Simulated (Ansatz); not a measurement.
A plane-wave DFT run in Ansatz 0.2.0 (scalar-relativistic PAW potentials unless the input names others): input and command.

```yaml
crystal:
  lattice:
    - [0.0, 3.10005, 3.10005]
    - [3.10005, 0.0, 3.10005]
    - [3.10005, 3.10005, 0.0]
  atoms:
    - { symbol: Ba, position: [0.0, 0.0, 0.0] }
    - { symbol: F, position: [0.25, 0.25, 0.25] }
    - { symbol: F, position: [0.75, 0.75, 0.75] }
basis:
  ecutwfc: 420
  precision: f64
kpoints:
  mp_grid: { grid: [6, 6, 6] }
hamiltonian:
  xc: pbe
scf:
  occupations: { method: gaussian, width: 0.02 }
  eigensolver: { kind: davidson }
output:
  forces: true
  eigenvalues: true
  stress: true
```

```bash
ansatz run input.yaml --threads 1 --pin off --max-ram 2560MiB --backend cpu --events-out ev --progress --plain --runs-dir out
```

Abridged log:
```
Basis set: ecut = 420 eV, 1211 PW (Γ), exchange–correlation on 60×60×60 points (8 copies of the dense FFT grid, shifted against one another)
Bands: 16, of which v1, the nominal top of the filled ones, is band 12 counted from 1 (11 counted from 0)
Symmetry: 48 space group operations
k-points: 16 of 216
SCF iter   1: F=—  HF=-7572.402721 eV  |F-HF|=—  |Δ(HF+E_count)|=         —  Δρ=4.72e-4  dr2=7.33e-5  ethr=1.77e-3  ⟨swp⟩=13.4  Hψ=1521  notcnv=0
SCF iter   2: F=—  HF=-7572.404210 eV  |F-HF|=—  |Δ(HF+E_count)|=   1.49e-3  Δρ=2.47e-4  dr2=2.25e-5  ethr=3.05e-7  ⟨swp⟩=7.1  Hψ=1306  notcnv=0  defer=28
SCF iter   3: F=—  HF=-7572.404343 eV  |F-HF|=—  |Δ(HF+E_count)|=   1.33e-4  Δρ=1.95e-4  dr2=1.81e-5  ethr=9.38e-8  ⟨swp⟩=4.0  Hψ=738  notcnv=0
automatic band count: iteration 3 solves 15 bands in place of 16: the levels show a gap, and the empty bands left out lie too high to hold charge; the band table lists the bands solved (type scf.n_extra_bands for more)
SCF iter   4: F=—  HF=-7572.404340 eV  |F-HF|=—  |Δ(HF+E_count)|=   2.67e-6  Δρ=5.24e-5  dr2=7.24e-7  ethr=2.69e-9  ⟨swp⟩=4.8  Hψ=1198  notcnv=0
SCF iter   5: F=-7572.404342 eV  HF=-7572.404341 eV  |F-HF|=4.46e-7  |Δ(HF+E_count)|=   9.56e-7  Δρ=1.32e-5  dr2=3.76e-8  ethr=2.69e-9  ⟨swp⟩=3.0  Hψ=571  notcnv=0
SCF iter   6: F=-7572.404342 eV  HF=-7572.404342 eV  |F-HF|=7.00e-9  |Δ(HF+E_count)|=   4.76e-7  Δρ=2.92e-6  dr2=4.01e-9  ethr=1.57e-10  ⟨swp⟩=4.1  Hψ=712  notcnv=0
SCF 1 converged in 6 iterations: F = -7572.404342 eV  dr2 = 4.01e-9
  Residual-converged pass: ⟨swp⟩=3.0  Hψ=558  notcnv=0  max |occ|·‖R‖ = 6.5e-6 eV (tolerance 6.7e-6 eV) dr2=4.35e-9  dr2_onsite=2.05e-10  max |Δocc| = 0.0e0
SCF converged after 6 iterations
Free energy (F): -7572.404342 eV
Harris-Foulkes:  -7572.404342 eV  (|F-HF|=7.00e-9)
Internal energy: -7572.404342 eV  (E = F + TS)
E sigma→0 (E₀):  -7572.404342 eV
Fermi energy:    6.534140 eV
--- Forces (eV/Å), atoms counted from 1 ---
  atom   1  Ba     0.00000000     0.00000000     0.00000000
  atom   2  F      0.00000000     0.00000000     0.00000000
  atom   3  F      0.00000000     0.00000000     0.00000000
--- Stress (GPa, compression-positive) ---
        1.271358       0.000000       0.000000
        0.000000       1.271358       0.000000
        0.000000       0.000000       1.271358
  P = ⅓ Tr σ = 1.2714 GPa (12.714 kbar)
```

Apart from outputs and empty bands, the input differs from a reference run on usual settings in scf.eigensolver.kind: not typed → "davidson"; basis.precision: not typed → "f64". The reference, at the same geometry (not necessarily relaxed), gave pressure 1.27 GPa, largest force 0.000 eV/Å, gap on the mesh 6.85 eV. This run converged in 6 SCF iterations (reference: 7) with an energy at zero smearing within 0.01 meV/atom of the reference's, pressure 1.27 GPa, largest force 0.000 eV/Å, gap on the mesh 6.85 eV.

The run took 1.8 s on 1 thread of Arm Neoverse V1, on a shared host, peak memory 0.28 GiB.